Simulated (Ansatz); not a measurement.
# HfN: the cost of one run

Computed with Ansatz 0.2.0 (DFT PBE, scalar-relativistic, plane waves, PAW, unless a step's input says otherwise).

2 further runs of the same task are left out: 1 that didn't finish, 1 set aside as unsound or not needed.

## (1) The structure to begin with

The structure is cubic, space group Fm-3m (No. 225). The conventional cell has a = 4.512 Å, b = 4.512 Å, c = 4.512 Å, α = 90.00°, β = 90.00°, γ = 90.00°. Hf (site symmetry m-3m) is surrounded by 6 N at 2.26 Å. N (site symmetry m-3m) is surrounded by 6 Hf at 2.26 Å.

Coordinates:

```
Hf N
1.0
     3.19047    0.00000    0.00000
    -1.59523    2.76302    0.00000
     0.00000    0.00000    7.81501
Hf N
3 3
Direct
  0.00000 0.00000 0.00000
  0.33333 0.66667 0.33333
  0.66667 0.33333 0.66667
  0.66667 0.33333 0.16667
  0.00000 0.00000 0.50000
  0.33333 0.66667 0.83333
```

This is a trial structure built by rule; it need not be a known or stable form of this composition.

(A quick probe on a coarse mesh, which set the mesh and smearing, is not shown.)

## (3) Full relaxation

File input.yaml:

```yaml
crystal:
  lattice:
    - [3.190466, 0.0, 0.0]
    - [-1.595233, 2.763024, 0.0]
    - [0.0, 0.0, 7.815013]
  atoms:
    - { symbol: Hf, position: [0.0, 0.0, 0.0] }
    - { symbol: "N", position: [0.66666667, 0.33333333, 0.16666667] }
    - { symbol: Hf, position: [0.33333333, 0.66666667, 0.33333333] }
    - { symbol: "N", position: [0.0, 0.0, 0.5] }
    - { symbol: Hf, position: [0.66666667, 0.33333333, 0.66666667] }
    - { symbol: "N", position: [0.33333333, 0.66666667, 0.83333333] }
basis:
  ecutwfc: 420
kpoints:
  mp_grid: { grid: [12, 12, 6] }
hamiltonian:
  xc: pbe
scf:
  occupations: { method: gaussian, width: 0.1 }
output:
  forces: true
  stress: true
  eigenvalues: true
relax:
  adjacent_minimum: "off"
  f_tol: 0.005
  max_steps: 80
  cell: { stress_tol: 0.05 }
```

Started as:

```sh
$ ansatz run input.yaml --threads 1 --pin off --max-ram 2560MiB --backend cpu --events-out ev --progress --plain --runs-dir out
```

What time and memory should one allow on 1 thread of Arm Neoverse V1, shared host?

About 2.8 min, with a peak of 0.56 GiB.
